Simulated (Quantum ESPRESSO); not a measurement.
Band structure of GeO2 (P4_2/mnm, 6 atoms in the cell).

```
CELL_PARAMETERS angstrom
      4.41418     0.00000     0.00000
      0.00000     4.41418     0.00000
      0.00000     0.00000     2.87766
ATOMIC_POSITIONS crystal
  Ge 0.50000 0.50000 0.50000
  Ge 0.00000 0.00000 0.00000
  O  0.69423 0.69423 0.00000
  O  0.30577 0.30577 0.00000
  O  0.80577 0.19423 0.50000
  O  0.19423 0.80577 0.50000
```

Level of theory: PBE, PseudoDojo standard norm-conserving (PBE) pseudopotentials (plane waves; Quantum ESPRESSO).

Settings: ecutwfc = 85 Ry; occupations = fixed; potentials = {Ge: Ge.upf, O: O.upf}; K_POINTS = automatic 5 5 8 0 0 0; nbnd = 32; conv_thr = 1e-10 Ry.

The starting cell comes from a database of computed structures (which also holds hypothetical and non-ambient phases and stackings), without a prior relaxation at this level. Its lattice was rescaled by a random factor within 2.5 % of one.

**Question.** Predict the gap along the standard path and the places of the band edges.

**Answer.** The gap along the path is 1.73 eV, direct at Γ to within 0.01 eV.

Levels in eV from the top of the valence band on the SCF mesh, bands 23 to 30:
```json
[
 {"point": "Γ", "23": "-2.04", "24": "-0.82", "25": "-0.82", "26": "0.00", "27": "1.73", "28": "5.83", "29": "7.02", "30": "7.02"},
 {"point": "X", "23": "-1.84", "24": "-1.84", "25": "-0.82", "26": "-0.82", "27": "4.82", "28": "4.82", "29": "7.74", "30": "7.74"},
 {"point": "M", "23": "-2.14", "24": "-2.14", "25": "-1.49", "26": "-1.49", "27": "4.88", "28": "4.88", "29": "8.45", "30": "8.45"},
 {"point": "Z", "23": "-2.27", "24": "-2.27", "25": "-1.88", "26": "-1.88", "27": "6.08", "28": "6.08", "29": "11.23", "30": "11.23"},
 {"point": "R", "23": "-1.39", "24": "-1.39", "25": "-1.39", "26": "-1.39", "27": "6.28", "28": "6.28", "29": "8.48", "30": "8.48"},
 {"point": "A", "23": "-1.33", "24": "-1.33", "25": "-1.16", "26": "-1.16", "27": "4.57", "28": "4.57", "29": "9.90", "30": "9.90"}
]
```
